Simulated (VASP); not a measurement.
Set up this calculation in VASP 6.6.1, as the native input.

* Task: single point
* Functional: PBE
* Potentials or basis: VASP PAW PBE potentials, release 64 (Cd, S)
* Cutoff: 520 eV
* k mesh: 7 × 7 × 4
* Occupations: gaussian, width 0.021 eV
* Spin: no spin polarisation
* Further INCAR settings: ALGO = Normal; EDIFF = 1e-06; NBANDS = 26

The structure of CdS (Greenockite) lies in POSCAR:

```
CdS
1.0
    4.1500000000      0.0000000000      0.0000000000
   -2.0750000000      3.5940054257      0.0000000000
    0.0000000000      0.0000000000      6.7370000000
Cd S
2 2
Direct
    0.6666666667      0.3333333333      0.5000000000
    0.3333333333      0.6666666667      0.0000000000
    0.6666666667      0.3333333333      0.8750000000
    0.3333333333      0.6666666667      0.3750000000
```

The input as run:

INCAR

```
PREC = Accurate
ENCUT = 520
EDIFF = 1E-6
ISMEAR = 0
SIGMA = 0.020999999999999998
LREAL = F
LASPH = T
NELM = 100
ALGO = Normal
ISIF = 2
LWAVE = F
LCHARG = T
GGA = PE
LELF = T
LVHAR = T
NBANDS = 26
```

KPOINTS

```
regular mesh
0
Gamma
  7 7 4
```

Potentials or basis: VASP PAW PBE potentials, release 64 (Cd, S).

Run with:

```sh
$ cat potpaw_PBE.64/Cd/POTCAR potpaw_PBE.64/S/POTCAR > POTCAR
$ mpirun -np 1 vasp_std > vasp.out
```

It gave:

```yaml
Pressure: 2.4 GPa
Largest_force: 0.069 eV/Å
Band_gap_on_the_k_mesh: 1.20 eV, direct
```

It took 43 s on 1 thread of Intel(R) Xeon(R) Platinum 8488C (Sapphire Rapids), with other jobs on the host, peak memory 0.23 GiB.
